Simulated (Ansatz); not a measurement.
# Structure relaxation of P

All numbers below come from Ansatz, DFT PBE, scalar-relativistic, plane waves, PAW. Cutoff 420 eV, Γ-centred k mesh, Gaussian smearing, no spin polarisation in the final step.

The start puts P on the graphite structure type (P6_3/mmc, No. 194), at a guessed volume.

```yaml
crystal:
  lattice:
    - [3.69138, 0.00000, 0.00000]
    - [-1.84569, 3.19683, 0.00000]
    - [0.00000, 0.00000, 10.05376]
  atoms:
    - { symbol: P, position: [0.00000, 0.00000, 0.25000] }
    - { symbol: P, position: [0.00000, 0.00000, 0.75000] }
    - { symbol: P, position: [0.33333, 0.66667, 0.75000] }
    - { symbol: P, position: [0.66667, 0.33333, 0.25000] }
```

Cell and atoms relax at zero pressure; the relaxation can't lower the symmetry of the start. After a coarse first stage the cell is made exact in the group found at 0.06 Å.

Energies count from the standard state of P at the same level.

**Question.** Which crystal results?

**Answer.** It keeps P6_3/mmc (No. 194), but not the shape of the type it started on. Conventional cell: a = 3.994 Å, c = 4.914 Å. Around P on Wyckoff site b (2 atoms of the primitive cell) lie 3 P at 2.31 Å and 2 P at 2.46 Å; P on Wyckoff site d (2 atoms of the primitive cell) has 3 P at 2.31 Å.

```xyz
4
Lattice="3.9944 0.0000 0.0000 -1.9972 3.4592 0.0000 0.0000 0.0000 4.9143" Properties=species:S:1:pos:R:3 pbc="T T T"
P     0.0000    0.0000    1.2286
P     0.0000    0.0000    3.6857
P     0.0000    2.3061    3.6857
P     1.9972    1.1531    1.2286
```

**Question.** What are its volume, energy, density and gap?

**Answer.** The volume per atom is 16.98 Å³ and the density is 3.03 g/cm³. The energy over the standard structure is 0.50 eV/atom and the gap on the 15×15×10 mesh is 0 eV (a metal).

The final run used a 15×15×10 mesh on its 4-atom cell and 0.10 eV smearing. For metals, differences of a few meV/atom aren't resolved. Symmetry constrained the relaxation, so the result can be a saddle point.

This form isn't the element's structure at ambient conditions.